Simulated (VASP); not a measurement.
# Nb (Im-3m) in VASP: notebook, part 2 of 2

VASP 6.6.1. The steps go on from the part before.

## (5) Relaxation of cell and atoms, RPBE

This run uses another cell than the first one, of 18.39 Å³/atom, 0.998 times its volume.

Input file INCAR:

```
SYSTEM = Nb
PREC = Accurate ; ENCUT = 600
EDIFF = 1E-7 ; ISMEAR = 1
SIGMA = 0.1 ; LREAL = .False.
LASPH = .True. ; NELM = 80
ALGO = Normal ; ISIF = 3
LWAVE = .False. ; LCHARG = .False.
GGA = RP ; IBRION = 2
NSW = 90 ; EDIFFG = -0.005
```

Input file KPOINTS:

```
Automatic mesh
0
Gamma
  16 16 16
  0 0 0
```

Input file POSCAR:

```
Nb                                      
1.0
   -1.6626664348      1.6626664348      1.6626664348
    1.6626664348     -1.6626664348      1.6626664348
    1.6626664348      1.6626664348     -1.6626664348
  Nb            
     1
Direct
     0.0000000000000000    0.0000000000000000    0.0000000000000000
```

Potentials or basis: VASP PAW PBE potentials, release 64 (Nb_sv).

On the command line:

```
> cat potpaw_PBE.64/Nb_sv/POTCAR > POTCAR
> mpirun -np 1 vasp_std > vasp.out
```

OUTCAR:

```text
SYSTEM = Nb
   PREC = Accurate
   ENCUT = 600
   EDIFF = 1E-7
   ISMEAR = 1
   LREAL = .False.
   LASPH = .True.
   NELM = 80
   ISIF = 3
   GGA = RP
   IBRION = 2
   NSW = 90
   EDIFFG = -0.005

 ion  position               nearest neighbor table
   1  0.000  0.000  0.000-

  LATTYP: Found a body centered cubic cell.
 ALAT       =     3.3253328696

  Lattice vectors:

 A1 = (  -1.6626664348,   1.6626664348,   1.6626664348)
 A2 = (   1.6626664348,  -1.6626664348,   1.6626664348)
 A3 = (   1.6626664348,   1.6626664348,  -1.6626664348)

Analysis of symmetry for initial positions (statically):
=====================================================================
 Subroutine PRICEL returns:
 Original cell was already a primitive cell.

 Routine SETGRP: Setting up the symmetry group for a
 body centered cubic supercell.

 Subroutine GETGRP returns: Found 48 space group operations
 (whereof 48 operations were pure point group operations)
 out of a pool of 48 trial point group operations.

The static configuration has the point symmetry O_h .

Analysis of symmetry for dynamics (positions and initial velocities):
=====================================================================
 Subroutine PRICEL returns:
[... 161 lines left out ...]
 fundamental gap:      0.0188489112
 Fermi energy:        10.9817363934

 k-point     1 :       0.0000    0.0000    0.0000
  band No.  band energies     occupation
      1     -43.4417      2.00000
      2     -18.7840      2.00000
      3     -18.7840      2.00000
      4     -18.7840      2.00000
      5       5.0731      2.00000
      6      11.3492     -0.00000
      7      11.3492     -0.00000
      8      11.3492     -0.00000
      9      14.1920      0.00000
     10      14.1920      0.00000
[... 287 lines left out ...]
 k-point    24 :       0.2500    0.1875    0.0000
  band No.  band energies     occupation
      1     -43.2427      2.00000
      2     -19.7789      2.00000
      3     -19.1942      2.00000
      4     -18.8936      2.00000
      5       8.2886      2.00000
      6       9.7314      2.00000
      7      10.5399      2.00000
      8      13.6324      0.00000
      9      14.9275      0.00000
     10      16.7334      0.00000

 [... further k-points ...]
[... 5 lines left out ...]
  --------------------------------------------------------------------------------------
  -------------------------------------------------------------------------------------
  Total        0.0011178      0.0011178      0.0011178     -0.0000000     -0.0000000      0.0000000
  in kB        0.0974086      0.0974086      0.0974086     -0.0000000     -0.0000000      0.0000000
  external PRESSURE =       0.0974086 kB  Pullay stress =       0.0000000 kB

 VOLUME and BASIS-vectors are now :
 -----------------------------------------------------------------------------
  energy-cutoff  :      600.00
  volume of cell :       18.39
      direct lattice vectors                 reciprocal lattice vectors
    -1.662666435  1.662666435  1.662666435     0.000000000  0.300721774  0.300721774
     1.662666435 -1.662666435  1.662666435     0.300721774  0.000000000  0.300721774
     1.662666435  1.662666435 -1.662666435     0.300721774  0.300721774  0.000000000

 POSITION                                       TOTAL-FORCE (eV/Angst)
 -----------------------------------------------------------------------------------
      0.00000      0.00000      0.00000        -0.000000     -0.000000      0.000000
 -----------------------------------------------------------------------------------
    total drift:                                0.000000      0.000000      0.000000

  FREE ENERGIE OF THE ION-ELECTRON SYSTEM (eV)
  ---------------------------------------------------
  free  energy   TOTEN  =        -9.7001645396 eV

  energy  without entropy=       -9.6996150280  energy(sigma->0) =       -9.69998137

 reached required accuracy - stopping structural energy minimisation
```

Run time: 24 s. Hardware: 1 thread of Intel Xeon Platinum 8488C (Sapphire Rapids), shared host; peak memory 0.16 GiB.

Results:

* Free energy: -9.7002 eV
* Pressure after relaxing: 0.0 GPa
* Band gap on the k mesh: none (metal or under the smearing width)

Final structure:
```
CELL_PARAMETERS angstrom
-1.66267 1.66267 1.66267
1.66267 -1.66267 1.66267
1.66267 1.66267 -1.66267
ATOMIC_POSITIONS crystal
Nb 0.00000 0.00000 0.00000
```

Caveat: the relaxation stopped at its first step, so nothing moved; the PAW data sets were made with another functional, which shifts forces and pressure a little.

## (6) Relaxation of cell and atoms, PBE

Input file INCAR:

```
SYSTEM = Nb
PREC = Accurate
ENCUT = 600
EDIFF = 1E-6
ISMEAR = 1
SIGMA = 0.1
LREAL = .False.
LASPH = .True.
NELM = 80
ALGO = Normal
ISIF = 3
LWAVE = .False.
LCHARG = .False.
GGA = PE
IBRION = 2
NSW = 90
EDIFFG = -0.01
KPAR = 2
```

KPOINTS is that of step 5.

Input file POSCAR:

```
Nb
1.0
   -1.6639500000      1.6639500000      1.6639500000
    1.6639500000     -1.6639500000      1.6639500000
    1.6639500000      1.6639500000     -1.6639500000
Nb
1
Direct
    0.0000000000      0.0000000000      0.0000000000
```

Potentials or basis: VASP PAW PBE potentials, release 64 (Nb_sv).

On the command line:

```
> cat potpaw_PBE.64/Nb_sv/POTCAR > POTCAR
> mpirun -np 2 vasp_std > vasp.out
```

OUTCAR:

```text
SYSTEM = Nb
   PREC = Accurate
   ENCUT = 600
   EDIFF = 1E-6
   ISMEAR = 1
   LREAL = .False.
   LASPH = .True.
   NELM = 80
   ISIF = 3
   GGA = PE
   IBRION = 2
   NSW = 90
   EDIFFG = -0.01

 ion  position               nearest neighbor table
   1  0.000  0.000  0.000-

  LATTYP: Found a body centered cubic cell.
 ALAT       =     3.3279000000

  Lattice vectors:

 A1 = (  -1.6639500000,   1.6639500000,   1.6639500000)
 A2 = (   1.6639500000,  -1.6639500000,   1.6639500000)
 A3 = (   1.6639500000,   1.6639500000,  -1.6639500000)

Analysis of symmetry for initial positions (statically):
=====================================================================
 Subroutine PRICEL returns:
 Original cell was already a primitive cell.

 Routine SETGRP: Setting up the symmetry group for a
 body centered cubic supercell.

 Subroutine GETGRP returns: Found 48 space group operations
 (whereof 48 operations were pure point group operations)
 out of a pool of 48 trial point group operations.

The static configuration has the point symmetry O_h .

Analysis of symmetry for dynamics (positions and initial velocities):
=====================================================================
 Subroutine PRICEL returns:
 Original cell was already a primitive cell.

 Routine SETGRP: Setting up the symmetry group for a
 body centered cubic supercell.

 Subroutine GETGRP returns: Found 48 space group operations
 (whereof 48 operations were pure point group operations)
 out of a pool of 48 trial point group operations.

The dynamic configuration has the point symmetry O_h .

 Subroutine INISYM returns: Found 48 space group operations
 (whereof 48 operations are pure point group operations),
 and found     1 'primitive' translations

----------------------------------------------------------------------------------------

                                     Primitive cell

  volume of cell :      18.4281

  direct lattice vectors                    reciprocal lattice vectors
    -1.663950000  1.663950000  1.663950000     0.000000000  0.300489798  0.300489798
     1.663950000 -1.663950000  1.663950000     0.300489798  0.000000000  0.300489798
     1.663950000  1.663950000 -1.663950000     0.300489798  0.300489798  0.000000000

  length of vectors
     2.882045941  2.882045941  2.882045941     0.424956748  0.424956748  0.424956748

  position of ions in fractional coordinates (direct lattice)
     0.000000000  0.000000000  0.000000000

  ion indices of the primitive-cell ions
   primitive index   ion index
                 1           1

----------------------------------------------------------------------------------------

 KPOINTS: Automatic mesh

Automatic generation of k-mesh.
 Grid dimensions read from file:
 generate k-points for:   16   16   16

 Generating k-lattice:

  Cartesian coordinates                     Fractional coordinates (reciprocal lattice)
[... 43 lines left out ...]
   number of dos      NEDOS =    301   number of ions     NIONS =      1
   total plane-waves  NPLWV =  13824
   dimension x,y,z NGX =    24 NGY =   24 NGZ =   24
   dimension x,y,z NGXF=    48 NGYF=   48 NGZF=   48
   ions per type =               1
   NGX,Y,Z   is equivalent  to a cutoff of  13.84, 13.84, 13.84 a.u.
   NGXF,Y,Z  is equivalent  to a cutoff of  27.69, 27.69, 27.69 a.u.
 SYSTEM =  Nb
   PREC   = accura    normal or accurate (medium, high low for compatibility)
   ISTART =      0    job   : 0-new  1-cont  2-samecut
   ICHARG =      2    charge: 1-file 2-atom 10-const
   ISPIN  =      1    spin polarized calculation?
   LNONCOLLINEAR =      F non collinear calculations
   LSORBIT =      F    spin-orbit coupling
   LASPH  =      T    aspherical Exc in radial PAW
   ENCUT  =  600.0 eV  44.10 Ry    6.64 a.u.   5.76  5.76  5.76*2*pi/ulx,y,z
   NELM   =     80;   NELMIN=  2; NELMDL= -5     # of ELM steps
   EDIFF  = 0.1E-05   stopping-criterion for ELM
   LREAL  =      F    real-space projection
   EDIFFG = -.1E-01   stopping-criterion for IOM
   NSW    =     90    number of steps for IOM
   IBRION =      2    ionic relax: 0-MD 1-quasi-New 2-CG
   NFREE  =      1    steps in history (QN), initial steepest desc. (CG)
   ISIF   =      3    stress and relaxation
   ISYM   =      2    0-nonsym 1-usesym 2-fastsym
   POTIM  = 0.5000    time-step for ionic-motion
   TEBEG  =    0.0;   TEEND  =   0.0 temperature during run
   PSTRESS=    0.0 pullay stress
   NELECT =      13.0000    total number of electrons
   NUPDOWN=      -1.0000    fix difference up-down
   EMIN   =  10.00;   EMAX   =-10.00  energy-range for DOS
   EFERMI =   0.00;   METHOD = LEGACY
   ISMEAR =     1;   SIGMA  =   0.10  broadening in eV -4-tet -1-fermi 0-gaus
   EFERMI_NEDOS =   21; number of points for ismear=-14 and -15
   IALGO  =     38    algorithm
   IMIX   =      4    mixing-type and parameters
     AMIX     =   0.40;   BMIX     =  1.00
     AMIX_MAG =   1.60;   BMIX_MAG =  1.00
  volume/ion in A,a.u.               =      18.43       124.36
  Fermi-wavevector in a.u.,A,eV,Ry     =   1.457345  2.753983 28.896790  2.123854
  Thomas-Fermi vector in A             =   2.574157
   LORBIT       =      0    0 simple, 1 ext, 2 COOP (PROOUT), +10 PAW based schemes
   GGA     = PE    functional components
   LHFCALC =     F    Hartree Fock is set to
   AEXX    =    0.0000 exact exchange contribution
   IVDW    =     0    specifies the selected vdW correction
   LEPSILON=     F    determine dielectric tensor
   LRPA    =     F    only Hartree local field effects (RPA)
 conjugate gradient relaxation of ions
 non-spin polarized calculation
 Methfessel and Paxton  Order N= 1 SIGMA  =   0.10
  energy-cutoff  :      600.00
  volume of cell :       18.43
 maximum number of plane-waves:       630
   NGX = 11   NGY = 11   NGZ = 11

--------------------------------------- Ionic step        1  -------------------------------------------

 number of electron      12.9999999 magnetization

 Free energy of the ion-electron system (eV)
  ---------------------------------------------------
  ext. energy  EPLUGINS =         0.00000000
  ---------------------------------------------------
  free energy    TOTEN  =       -10.21394282 eV

  energy without entropy =      -10.21339352  energy(sigma->0) =      -10.21375972

------------------------ aborting loop because EDIFF is reached ----------------------------------------

  FORCE on cell =-STRESS in cart. coord.  units (eV):
  Direction    XX          YY          ZZ          XY          YZ          ZX
  --------------------------------------------------------------------------------------
  -------------------------------------------------------------------------------------
  Total       -0.3657198     -0.3657198     -0.3657198     -0.0000000     -0.0000000      0.0000000
  in kB      -31.7964238    -31.7964238    -31.7964238     -0.0000000     -0.0000000      0.0000000
  external PRESSURE =     -31.7964238 kB  Pullay stress =       0.0000000 kB
[... 57 lines left out ...]
--------------------------------------- Ionic step        3  -------------------------------------------

 number of electron      13.0000000 magnetization

 Free energy of the ion-electron system (eV)
  ---------------------------------------------------
  ext. energy  EPLUGINS =         0.00000000
  ---------------------------------------------------
  free energy    TOTEN  =       -10.21751740 eV

  energy without entropy =      -10.21684514  energy(sigma->0) =      -10.21729331

 E-fermi :  11.1375     XC(G=0): -12.4809

 val. band max:       11.1330934801   @ k =  -0.3125   0.3125   0.0625
 cond. band min:      11.1425319826   @ k =  -0.1250   0.1875   0.0625
 fundamental gap:      0.0094385025
 Fermi energy:        11.1375108680

 k-point     1 :       0.0000    0.0000    0.0000
  band No.  band energies     occupation
      1     -43.2407      2.00000
      2     -18.5458      2.00000
      3     -18.5458      2.00000
      4     -18.5458      2.00000
      5       5.1884      2.00000
      6      11.4984     -0.00000
      7      11.4984     -0.00000
      8      11.4984     -0.00000
      9      14.3957      0.00000
     10      14.3957      0.00000
[... 287 lines left out ...]
 k-point    24 :       0.2500    0.1875    0.0000
  band No.  band energies     occupation
      1     -43.0272      2.00000
      2     -19.5986      2.00000
      3     -18.9801      2.00000
      4     -18.6621      2.00000
      5       8.4114      2.00000
      6       9.8509      2.00000
      7      10.7014      2.00000
      8      13.8271      0.00000
      9      15.1594      0.00000
     10      17.0213      0.00000

 [... further k-points ...]
[... 5 lines left out ...]
  --------------------------------------------------------------------------------------
  -------------------------------------------------------------------------------------
  Total       -0.0044704     -0.0044704     -0.0044704      0.0000000     -0.0000000      0.0000000
  in kB       -0.3962163     -0.3962163     -0.3962163      0.0000000     -0.0000000      0.0000000
  external PRESSURE =      -0.3962163 kB  Pullay stress =       0.0000000 kB
[... 16 lines left out ...]
  FREE ENERGIE OF THE ION-ELECTRON SYSTEM (eV)
  ---------------------------------------------------
  free  energy   TOTEN  =       -10.2175173968 eV

  energy  without entropy=      -10.2168451427  energy(sigma->0) =      -10.21729331

 reached required accuracy - stopping structural energy minimisation
```

CONTCAR:

```text
Nb
   1.00000000000000
    -1.6533075000141693    1.6533075000141693    1.6533075000141693
     1.6533075000141693   -1.6533075000141693    1.6533075000141693
     1.6533075000141693    1.6533075000141693   -1.6533075000141693
  Nb
     1
Direct
     0.0000000000000000    0.0000000000000000    0.0000000000000000

  0.00000000E+00  0.00000000E+00  0.00000000E+00
```

Wall time 20 s (2 MPI ranks of Intel Xeon Platinum 8488C (Sapphire Rapids), shared host); peak memory 0.16 GiB.

Results:

```
Free energy                            : -10.2175 eV
Relaxed volume                         : 18.08 Å³/atom
Relaxed cell                           : a = 2.864 Å, b = 2.864 Å, c = 2.864 Å, α = 109.47°, β = 109.47°, γ = 109.47°
Space group after relaxing (to 0.05 Å) : Im-3m (No. 229)
Energy gained by relaxing              : 3.6 meV/atom
Ionic steps                            : 3
Pressure after relaxing                : 0.0 GPa
Band gap on the k mesh                 : none (metal or under the smearing width)
```

The path:
```csv
step,energy change (eV),largest force (eV/Å),pressure (GPa),volume (Å³)
1,0.0000,0.0000,-3.18,18.43
2,0.0077,0.0000,6.16,17.47
3,-0.0036,0.0000,-0.04,18.08
```

Final structure:
```
CELL_PARAMETERS angstrom
-1.65331 1.65331 1.65331
1.65331 -1.65331 1.65331
1.65331 1.65331 -1.65331
ATOMIC_POSITIONS crystal
Nb 0.00000 0.00000 0.00000
```

Levels at points of the mesh, in eV from the Fermi level:
```
           k point  band 2  band 3  band 4  band 5  band 6  band 7  band 8  band 9  band 10
(0.00, 0.00, 0.00)  -29.68  -29.68  -29.68   -5.95    0.36    0.36    0.36    3.26     3.26
(0.50, 0.00, 0.00)  -31.02  -30.11  -29.70   -3.72   -1.65    2.26    3.29    3.97     6.34
(0.50, 0.50, 0.50)  -30.60  -30.60  -30.60   -3.71   -3.71    5.57    5.57    5.57     9.04
```
